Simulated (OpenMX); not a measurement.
SiNi:

```xyz
8
Lattice="5.1731 0.0000 0.0000 0.0000 3.3381 0.0000 0.0000 0.0000 5.6049" Properties=species:S:1:pos:R:3 pbc="T T T"
Ni    5.1328    2.5036    4.5539
Ni    2.6268    0.8345    1.7514
Ni    2.5463    2.5036    3.8535
Ni    0.0403    0.8345    1.0510
Si    3.5111    0.8345    5.1425
Si    4.2486    2.5036    2.3400
Si    0.9245    0.8345    3.2649
Si    1.6620    2.5036    0.4624
```

| Quantity | Value |
| --- | --- |
| Program | OpenMX 3.8.5 |
| Task | single point |
| Functional | PBE |
| Potentials or basis | OpenMX 2013 PBE set, Ni6.0H-s3p2d2, Si7.0-s2p2d1, grid cutoff 500 Ry |
| k mesh | 5 × 9 × 5 |
| Occupations | fermi-dirac, width 0.05 eV |
| Spin | collinear spin, ferromagnetic start |
| Starting moments | [1.0, 1.0, 1.0, 1.0, 0.0, 0.0, 0.0, 0.0] μB |

On this cell: pressure 5.3 GPa; largest force 0.122 eV/Å; net moment 0.00 μB per cell; band gap on the k mesh none (metal or under the smearing width).

The same run follows on a disturbed copy (atoms moved at random, drawn with an rms of 0.05 Å):

```
Ni Si
1.0
     5.17310    0.00000    0.00000
     0.00000    3.33810    0.00000
     0.00000    0.00000    5.60490
Ni Si
4 4
Direct
  0.99942 0.74981 0.81008
  0.51680 0.24512 0.31492
  0.49478 0.75792 0.68828
  0.00334 0.24471 0.18710
  0.67538 0.23914 0.92577
  0.82700 0.76428 0.40964
  0.17904 0.25103 0.58535
  0.32537 0.75548 0.08346
```

Problem. What changes?

Solution. The energy (extrapolated to zero smearing) moves by +13.0 meV/atom; pressure 5.7 GPa; largest force 1.072 eV/Å; net moment 0.00 μB per cell; band gap on the k mesh none (metal or under the smearing width).

Forces on the atoms (eV/Å):
```
Ni  -0.524 -0.064  0.258
Ni  -0.581  0.420  0.192
Ni   0.159 -0.410 -0.144
Ni   0.912  0.515 -0.227
Si   0.066  0.451 -0.630
Si  -0.155 -0.679  0.699
Si   0.182  0.059 -0.271
Si  -0.055 -0.303  0.104
```

Caveats: the basis of atomic orbitals isn't converged, which shifts pressures, moduli and gaps.
